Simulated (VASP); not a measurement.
Write the native input for VASP 6.6.1 that does the following.

```
Task                   : single point
Functional             : RPBE
Potentials or basis    : VASP PAW PBE potentials, release 64 (Ba_sv)
Cutoff                 : 500 eV
k mesh                 : 7 × 7 × 7
Occupations            : gaussian, width 0.05 eV
Spin                   : no spin polarisation
Further INCAR settings : ALGO = Normal; EDIFF = 1e-06
```

The structure of Ba lies in POSCAR:

```
Ba
1.0
    0.0000000000      3.2326650028      3.2326650028
    3.2326650028      0.0000000000      3.2326650028
    3.2326650028      3.2326650028      0.0000000000
Ba
1
Cartesian
    0.0000000000      0.0000000000      0.0000000000
```

This isn't the form of Ba at room conditions, which is bcc.

One way to write it, as run:

INCAR

```
PREC     = Accurate       # precision mode
ENCUT    = 500            # plane-wave cutoff, eV
EDIFF    = 1E-6           # SCF threshold, eV
ISMEAR   = 0              # smearing method
SIGMA    = 0.05           # smearing width, eV
LREAL    = F              # projectors in reciprocal space
LASPH    = T              # aspherical terms in the spheres
NELM     = 100            # most SCF steps
ALGO     = Normal         # electronic algorithm
ISIF     = 2              # what is computed and relaxed
LWAVE    = F              # write WAVECAR
LCHARG   = F              # write CHGCAR
GGA      = RP             # functional
```

KPOINTS

```
Automatic mesh
0
Gamma
  7 7 7
```

Potentials or basis: VASP PAW PBE potentials, release 64 (Ba_sv).

Run with:

```console
$ cat potpaw_PBE.64/Ba_sv/POTCAR > POTCAR
$ mpirun -np 1 vasp_std > vasp.out
```

Results of the run:

```yaml
Pressure: 0.3 GPa
Band_gap_on_the_k_mesh: none (metal or under the smearing width)
```

Caveat: the PAW data sets were made with another functional, which shifts forces and pressure a little.

Run time: 7.2 s on 1 thread of AMD EPYC 9R45 96-Core Processor (Zen 5), on a shared host, peak memory 0.17 GiB.
